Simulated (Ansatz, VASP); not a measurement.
## One calculation of TiAl, two programs

```
CELL_PARAMETERS angstrom
3.17906 0.00000 0.00000
0.00000 3.17906 0.00000
0.00000 0.00000 3.17906
ATOMIC_POSITIONS crystal
Ti 0.00000 0.00000 0.00000
Al 0.50000 0.50000 0.50000
```

The cell comes from a database or a generator and needn't be the stable form of this composition.

Alike in both runs: task relaxation of cell and atoms; functional PBEsol; k mesh 8 × 8 × 8; occupations fermi-dirac, width 0.05 eV; no spin polarisation.

```csv
,VASP,Ansatz
version,VASP 6.6.1,Ansatz 0.2.0
potentials or method,"VASP PAW PBE potentials, release 64 (Ti_sv, Al)",Ansatz PAW
plane-wave cutoff (eV),600,420
valence electrons in the cell,15,15
```

|  | VASP | Ansatz | Ansatz less VASP |
| --- | --- | --- | --- |
| gap on the k mesh at the Fermi level, each at its own relaxed structure (eV) | none | none | - |
| relaxed volume (Å³/atom) | 15.74 | 15.74 | -0.003 |
| relaxed cell length with the largest relative difference (Å) | 3.158 | 3.157 | -0.0002 |
| energy change over the relaxation (meV/atom) | -2 | -3 | -0.1 |

A gap of «none» marks a metal or a gap that the smearing closes.

Caveats: the PAW data sets were made with another functional, which shifts forces and pressure a little (VASP); the plane-wave basis is chosen anew once the cell has moved, so the energies of steps on either side of that aren't comparable (Ansatz); the PAW data sets come from PBE, with cores solved anew for the run's functional, which leaves a small shift of forces and pressure (Ansatz).
